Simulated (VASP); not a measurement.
# Ge (I4_1/amd) in VASP: a series of runs

Runs on Ge. Level: PBEsol. Tasks: relaxation of cell and atoms.

Program: VASP 6.6.1. These are calculated values, not measurements. Logs are shortened: lines on timing, memory, paths and dates and some standing lists are left out, and cuts for length are marked.

## 1. Starting point

It takes space group I4_1/amd (No. 141, tetragonal). Conventional cell: a = 5.149 Å, b = 5.149 Å, c = 2.795 Å, α = 90.00°, β = 90.00°, γ = 90.00°. Ge (site symmetry -4m2) has 6 Ge at 2.67 to 2.79 Å as nearest neighbours.

This isn't the form of Ge at room conditions, which is diamond.

## 2. Relaxation of cell and atoms, PBEsol, target pressure 13.3 GPa, at which the enthalpy is minimised

INCAR reads:

```
ALGO = Fast ; EDIFF = 1E-7
EDIFFG = -0.002 ; ENCUT = 350
GGA = PS ; IBRION = 2
ISIF = 3 ; ISMEAR = 0
LASPH = True ; LCHARG = False
LREAL = False ; LWAVE = False
NELM = 100 ; NSW = 80
PREC = Accurate ; PSTRESS = 133.0
SIGMA = 0.02
```

KPOINTS reads:

```
k-points
0
Gamma
  12 12 12
```

POSCAR reads:

```
Ge
1.0
   -2.5744897200      2.5744897200      1.3974126400
    2.5744897200     -2.5744897200      1.3974126400
    2.5744897200      2.5744897200     -1.3974126400
Ge
2
Direct
    0.2500000000      0.7500000000      0.5000000000
    0.5000000000      0.5000000000      0.0000000000
```

Potentials or basis: VASP PAW PBE potentials, release 64 (Ge_d).

On the command line:

```bash
cat potpaw_PBE.64/Ge_d/POTCAR > POTCAR
mpirun -np 1 vasp_std > vasp.out
```

OUTCAR:

```text
EDIFF = 1E-7
   EDIFFG = -0.002
   ENCUT = 350
   GGA = PS
   IBRION = 2
   ISIF = 3
   ISMEAR = 0
   LASPH = True
   LREAL = False
   NELM = 100
   NSW = 80
   PREC = Accurate
   PSTRESS = 133.0

 ion  position               nearest neighbor table
   1  0.250  0.750  0.500-   2 2.67   2 2.67   2 2.67   2 2.67
   2  0.500  0.500  0.000-   1 2.67   1 2.67   1 2.67   1 2.67

  LATTYP: Found a body centered tetragonal cell.
 ALAT       =     5.1489794400
 C/A-ratio  =     0.5427920839

  Lattice vectors:

 A1 = (  -2.5744897200,   2.5744897200,   1.3974126400)
 A2 = (   2.5744897200,  -2.5744897200,   1.3974126400)
 A3 = (   2.5744897200,   2.5744897200,  -1.3974126400)

Analysis of symmetry for initial positions (statically):
=====================================================================
 Subroutine PRICEL returns:
 Original cell was already a primitive cell.

 Routine SETGRP: Setting up the symmetry group for a
 body centered tetragonal supercell.

 Subroutine GETGRP returns: Found 16 space group operations
 (whereof  8 operations were pure point group operations)
 out of a pool of 16 trial point group operations.

The static configuration has the point symmetry D_2d.
 The point group associated with its full space group is D_4h.

Analysis of symmetry for dynamics (positions and initial velocities):
=====================================================================
 Subroutine PRICEL returns:
 Original cell was already a primitive cell.

 Routine SETGRP: Setting up the symmetry group for a
 body centered tetragonal supercell.

 Subroutine GETGRP returns: Found 16 space group operations
 (whereof  8 operations were pure point group operations)
 out of a pool of 16 trial point group operations.

The dynamic configuration has the point symmetry D_2d.
 The point group associated with its full space group is D_4h.

 Subroutine INISYM returns: Found 16 space group operations
 (whereof  8 operations are pure point group operations),
 and found     1 'primitive' translations

----------------------------------------------------------------------------------------

                                     Primitive cell
[... 107 lines left out ...]
   EFERMI_NEDOS =   21; number of points for ismear=-14 and -15
   IALGO  =     68    algorithm
   IMIX   =      4    mixing-type and parameters
     AMIX     =   0.40;   BMIX     =  1.00
     AMIX_MAG =   1.60;   BMIX_MAG =  1.00
  volume/ion in A,a.u.               =      18.52       125.01
  Fermi-wavevector in a.u.,A,eV,Ry     =   1.491209  2.817976 30.255333  2.223704
  Thomas-Fermi vector in A             =   2.603893
   LORBIT       =      0    0 simple, 1 ext, 2 COOP (PROOUT), +10 PAW based schemes
   GGA     = PS    functional components
   LHFCALC =     F    Hartree Fock is set to
   AEXX    =    0.0000 exact exchange contribution
   IVDW    =     0    specifies the selected vdW correction
   LEPSILON=     F    determine dielectric tensor
   LRPA    =     F    only Hartree local field effects (RPA)
 conjugate gradient relaxation of ions
 non-spin polarized calculation
 RMM-DIIS sequential band-by-band and
 Gauss-broadening in eV      SIGMA  =   0.02
  energy-cutoff  :      350.00
  volume of cell :       37.05
 maximum number of plane-waves:       565
   NGX = 11   NGY = 11   NGZ = 11

--------------------------------------- Ionic step        1  -------------------------------------------

 number of electron      28.0000042 magnetization

 Free energy of the ion-electron system (eV)
  ---------------------------------------------------
  ext. energy  EPLUGINS =         0.00000000
  ---------------------------------------------------
  free energy    TOTEN  =        -9.53903943 eV

  energy without entropy =       -9.53873888  energy(sigma->0) =       -9.53888915

------------------------ aborting loop because EDIFF is reached ----------------------------------------

  FORCE on cell =-STRESS in cart. coord.  units (eV):
  Direction    XX          YY          ZZ          XY          YZ          ZX
  --------------------------------------------------------------------------------------
  -------------------------------------------------------------------------------------
  Total       -0.2647436     -0.2647436      0.0413640      0.0000000      0.0000000      0.0000000
  in kB      -11.4490382    -11.4490382      1.7888189      0.0000000      0.0000000      0.0000000
  external PRESSURE =    -140.0364192 kB  Pullay stress =     133.0000000 kB
[... 97 lines left out ...]
  energy  without entropy=       -9.3819825689  energy(sigma->0) =       -9.38208540

  enthalpy is  TOTEN    =        -6.6994933299 eV   P V=        2.6826948960

[... ionic steps 4 to 12 ...]

--------------------------------------- Ionic step       13  -------------------------------------------

 number of electron      27.9999975 magnetization

------------------------ aborting loop because EDIFF is reached ----------------------------------------
[... 71 lines left out ...]
--------------------------------------- Ionic step       15  -------------------------------------------

 number of electron      27.9999975 magnetization

 Free energy of the ion-electron system (eV)
  ---------------------------------------------------
  ext. energy  EPLUGINS =         0.00000000
  ---------------------------------------------------
  free energy    TOTEN  =        -9.37571167 eV

  energy without entropy =       -9.37555707  energy(sigma->0) =       -9.37563437

 E-fermi :   8.3611     XC(G=0): -12.1955

 val. band max:        8.3259265769   @ k =  -0.1667   0.4167   0.1667
 cond. band min:       8.3649402748   @ k =   0.3333   0.1667   0.0000
 fundamental gap:      0.0390136979
 Fermi energy:         8.3610560693

 k-point     1 :       0.0000    0.0000    0.0000
  band No.  band energies     occupation
      1     -16.5411      2.00000
      2     -16.4714      2.00000
      3     -16.4406      2.00000
      4     -16.4308      2.00000
      5     -16.2664      2.00000
      6     -16.2664      2.00000
[... 481 lines left out ...]
      5     -16.3200      2.00000
      6     -16.2953      2.00000
[... 10 lines left out ...]
     17      12.2924      0.00000
     18      15.4172      0.00000

 [... further k-points ...]

------------------------ aborting loop because EDIFF is reached ----------------------------------------

  FORCE on cell =-STRESS in cart. coord.  units (eV):
  Direction    XX          YY          ZZ          XY          YZ          ZX
  --------------------------------------------------------------------------------------
  -------------------------------------------------------------------------------------
  Total        2.6772276      2.6772276      2.6760525      0.0000000      0.0000000      0.0000000
  in kB      133.0740836    133.0740836    133.0156759      0.0000000      0.0000000      0.0000000
  external PRESSURE =       0.0546143 kB  Pullay stress =     133.0000000 kB
[... 21 lines left out ...]
  energy  without entropy=       -9.3755570662  energy(sigma->0) =       -9.37563437

  enthalpy is  TOTEN    =        -6.6999745080 eV   P V=        2.6757371612

 reached required accuracy - stopping structural energy minimisation
```

CONTCAR:

```text
Ge
   1.00000000000000
    -2.4580797300407111    2.4580797300407111    1.3336764096205207
     2.4580797300407111   -2.4580797300407111    1.3336764096205207
     2.4580797300407111    2.4580797300407111   -1.3336764096205207
  Ge
     2
Direct
     0.2500000000000000    0.7500000000000000    0.5000000000000000
     0.5000000000000000    0.5000000000000000    0.0000000000000000

  0.00000000E+00  0.00000000E+00  0.00000000E+00
  0.00000000E+00  0.00000000E+00  0.00000000E+00
```

Run time: 3.5 min. Hardware: 1 thread of Intel Xeon Platinum 8488C (Sapphire Rapids), shared host; peak memory 0.18 GiB.

These settings aren't checked as converged: the numbers below hold their error.

Results:

- Free energy: -9.3757 eV
- Relaxed volume: 16.12 Å³/atom
- Relaxed cell: a = 3.723 Å, b = 3.723 Å, c = 3.723 Å, α = 97.37°, β = 97.37°, γ = 138.02°
- Space group after relaxing (to 0.05 Å): I4_1/amd (No. 141)
- Energy change on relaxing (the enthalpy is what falls): +81.7 meV/atom
- Ionic steps: 15
- Band gap on the k mesh: none (metal or under the smearing width)

Caveat: the cutoff is under 1.25 times the usual one of these potentials, so pressure, stress and relaxed cells hold a basis-set (Pulay) error; the cell is relaxed towards a set pressure, so the enthalpy falls and the energy may rise; the PAW data sets were made with another functional, which shifts forces and pressure a little.

## 3. Relaxation of cell and atoms, PBEsol, target pressure 13.3 GPa, at which the enthalpy is minimised

This run uses another cell than the first one, of 16.12 Å³/atom, 0.870 times its volume.

INCAR is that of step 2.

KPOINTS is that of step 2.

POSCAR reads:

```
Ge                                      
1.0
   -2.4580797300      2.4580797300      1.3336764096
    2.4580797300     -2.4580797300      1.3336764096
    2.4580797300      2.4580797300     -1.3336764096
  Ge            
     2
Direct
     0.2500000000000000    0.7500000000000000    0.5000000000000000
     0.5000000000000000    0.5000000000000000    0.0000000000000000
```

Potentials or basis: VASP PAW PBE potentials, release 64 (Ge_d).

On the command line:

```bash
cat potpaw_PBE.64/Ge_d/POTCAR > POTCAR
mpirun -np 1 vasp_std > vasp.out
```

Wall time 67 s (1 thread of Intel Xeon Platinum 8488C (Sapphire Rapids), shared host); peak memory 0.17 GiB.

These settings aren't checked as converged: the numbers below hold their error.

Results:

```yaml
Free_energy: -9.3762 eV
Relaxed_volume: 16.16 Å³/atom
Relaxed_cell: a = 3.727 Å, b = 3.727 Å, c = 3.727 Å, α = 97.37°, β = 97.37°, γ = 138.02°
Space_group_after_relaxing_to_0.05_Å: I4_1/amd (No. 141)
Energy_change_on_relaxing_the_enthalpy_is_what_falls: -3.6 meV/atom
Ionic_steps: 4
Band_gap_on_the_k_mesh: none (metal or under the smearing width)
```

Caveat: the cutoff is under 1.25 times the usual one of these potentials, so pressure, stress and relaxed cells hold a basis-set (Pulay) error; the cell is relaxed towards a set pressure, so the enthalpy falls and the energy may rise; the PAW data sets were made with another functional, which shifts forces and pressure a little.
